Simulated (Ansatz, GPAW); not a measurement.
# One calculation of Sb, 3 ways

```
Sb
1.0
     2.15420    1.24373    3.75800
    -2.15420    1.24373    3.75800
     0.00000   -2.48746    3.75800
Sb
2
Cartesian
  0.0000 0.0000 8.6416
  0.0000 0.0000 2.6324
```

Alike in all runs: task single point; functional PBE; k mesh 8 × 8 × 8; occupations gaussian, width 0.012 eV; no spin polarisation; no spin-orbit coupling. Pressure is positive in compression and, in plane waves, holds the error of the finite cutoff, which Ansatz's Pulay term estimates and takes out.

```
                        program and potentials  plane-wave cutoff (eV)                             notes  pressure (GPa)  largest force (eV/Å)
                            Ansatz, Ansatz PAW                     420  Pulay term of +0.03 GPa included            2.70                 0.141
    GPAW, GPAW PAW data sets (gpaw-data 1.2.1)                     600                                 -            2.40                 0.124
Ansatz, all-electron LAPW, scalar-relativistic                       -                                 -            2.71                 0.141
```

Force on atom 2 (Sb), eV/Å:

| program and potentials | x | y | z |
| --- | --- | --- | --- |
| Ansatz, Ansatz PAW | 0.000 | 0.000 | 0.141 |
| GPAW, GPAW PAW data sets (gpaw-data 1.2.1) | 0.000 | 0.000 | 0.124 |
| Ansatz, all-electron LAPW, scalar-relativistic | 0.000 | 0.000 | 0.141 |

The pressure spans 2.40 (GPAW, GPAW PAW data sets (gpaw-data 1.2.1)) to 2.71 GPa (Ansatz, all-electron LAPW, scalar-relativistic), with all-electron results at 2.71.

The functional is the same throughout but for its coding, so the spread measures potentials, basis and numerics; runs on potential files found faulty are left out.
